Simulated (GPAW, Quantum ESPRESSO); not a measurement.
Given: the input of a run of GPAW 26.7.0 (ASE script) on YN. 

File run.py:

```python
from ase import Atoms
from ase.dft.bandgap import bandgap
from ase.io import write
from ase.units import Bohr, GPa
from gpaw import GPAW, PW
from gpaw.elf import elf_from_dft_calculation

atoms = Atoms(['Y', 'N'],
              cell=[[0.0, 2.4385, 2.4385],
                    [2.4385, 0.0, 2.4385],
                    [2.4385, 2.4385, 0.0]],
              scaled_positions=[[0.0, 0.0, 0.0],
                                [0.5, 0.5, 0.5]],
              pbc=True)

calc = GPAW(mode=PW(800),
            xc='PBE',
            kpts={'size': (9, 9, 9), 'gamma': True},
            occupations={'name': 'fermi-dirac', 'width': 0.05},
            nbands=18,
            convergence={'density': 1e-05, 'energy': 1e-05},
            maxiter=150,
            txt='gpaw.txt')
atoms.calc = calc
energy = atoms.get_potential_energy()
forces = atoms.get_forces()
stress = atoms.get_stress()
calc.write('gs.gpw')
write('result.traj', atoms)
print(f'Energy: {energy:.6f} eV')
print('Forces (eV/A):')
print(forces.round(4))
print('Stress (GPa):', (stress / GPa).round(3))
print('Fermi level:', round(calc.get_fermi_level(), 4), 'eV')
print(f'Gap: {bandgap(calc)[0]:.4f} eV, direct: {bandgap(calc, direct=True)[0]:.4f} eV')

# fields on the real-space grid
write('density.cube', atoms, data=calc.get_pseudo_density() * Bohr**3)
write('potential.cube', atoms, data=calc.get_electrostatic_potential())
write('elf.cube', atoms, data=elf_from_dft_calculation(calc).data)
```

Potentials or basis: GPAW PAW data sets (gpaw-data 1.2.1), pw.

Command:

```sh
$ OMP_NUM_THREADS=1 python run.py
```

Task: What does the same run look like in Quantum ESPRESSO 7.5? Potentials or basis there: SSSP 1.3 efficiency PBE, cutoff 816 eV.

Result: As run (cutoffs and basis follow the program's own potentials, and thresholds, step limits or extra output files can differ):

File pw.in:

```
&CONTROL
  calculation = 'scf'
  prefix = 'pwscf'
  outdir = './tmp'
  pseudo_dir = './pseudo'
  tprnfor = .true.
  tstress = .true.
  disk_io = 'nowf'
/
&SYSTEM
  ibrav = 0
  nat = 2
  ntyp = 2
  ecutwfc = 60
  ecutrho = 480
  nbnd = 14
  occupations = 'smearing'
  smearing = 'fd'
  degauss = 0.00367493
/
&ELECTRONS
  conv_thr = 4d-10
  electron_maxstep = 120
  mixing_beta = 0.5
/
ATOMIC_SPECIES
Y     88.9058 Y_pbe_v1.uspp.F.UPF
N     14.0070 N.pbe-n-radius_5.UPF
CELL_PARAMETERS angstrom
   0.0000000000    2.4385000000    2.4385000000
   2.4385000000    0.0000000000    2.4385000000
   2.4385000000    2.4385000000    0.0000000000
ATOMIC_POSITIONS crystal
Y      0.0000000000    0.0000000000    0.0000000000
N      0.5000000000    0.5000000000    0.5000000000
K_POINTS automatic
9 9 9 0 0 0
```

Potentials or basis: SSSP 1.3 efficiency PBE.

The run is started by

```console
$ OMP_NUM_THREADS=1 pw.x -in pw.in > pw.out
```

Both were run:

|  | GPAW | Quantum ESPRESSO |
| --- | --- | --- |
| Pressure | 1.7 GPa | 2.6 GPa |

Pressure is positive in compression.
